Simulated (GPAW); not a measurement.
A run of GPAW 26.7.0:

run.py

```python
from ase.dft.bandgap import bandgap
from ase.io import read, write
from ase.units import Bohr, GPa
from gpaw import GPAW, PW, setup_paths
from gpaw.elf import elf_from_dft_calculation

setup_paths.insert(0, '.')

atoms = read('POSCAR')

calc = GPAW(mode=PW(600),
            xc='PBEsol',
            kpts={'size': (8, 8, 8), 'gamma': True},
            occupations={'name': 'methfessel-paxton', 'order': 0, 'width': 0.05},
            nbands=12,
            convergence={'density': 1e-05, 'energy': 1e-05},
            maxiter=150,
            txt='gpaw.txt')
atoms.calc = calc
energy = atoms.get_potential_energy()
forces = atoms.get_forces()
stress = atoms.get_stress()
calc.write('gs.gpw')
write('result.traj', atoms)
print(f'Energy: {energy:.6f} eV')
print('Forces (eV/A):')
print(forces.round(4))
print('Stress (GPa):', (stress / GPa).round(3))
print('Fermi level:', round(calc.get_fermi_level(), 4), 'eV')
print(f'Gap: {bandgap(calc)[0]:.4f} eV, direct: {bandgap(calc, direct=True)[0]:.4f} eV')

# fields on the real-space grid
write('density.cube', atoms, data=calc.get_pseudo_density() * Bohr**3)
write('potential.cube', atoms, data=calc.get_electrostatic_potential())
write('elf.cube', atoms, data=elf_from_dft_calculation(calc).data)
```

The input POSCAR:

```
Ba
1.0
   -2.5065000000      2.5065000000      2.5065000000
    2.5065000000     -2.5065000000      2.5065000000
    2.5065000000      2.5065000000     -2.5065000000
Ba
1
Direct
    0.0000000000      0.0000000000      0.0000000000
```

Potentials or basis: PAW data sets generated in the run's folder for this functional, pw.

Command:

```sh
$ gpaw-setup -f PBEsol Ba
$ OMP_NUM_THREADS=1 python run.py
```

Hardware: 1 thread of Arm Neoverse V2, on a shared host.

Question: How long does it take, and how much memory?

Answer: It took 10 s on 1 thread of Arm Neoverse V2 (shared host), peak memory 0.16 GiB. Counts: scf iterations 9, plane waves 2123, bands 12, k points 29.
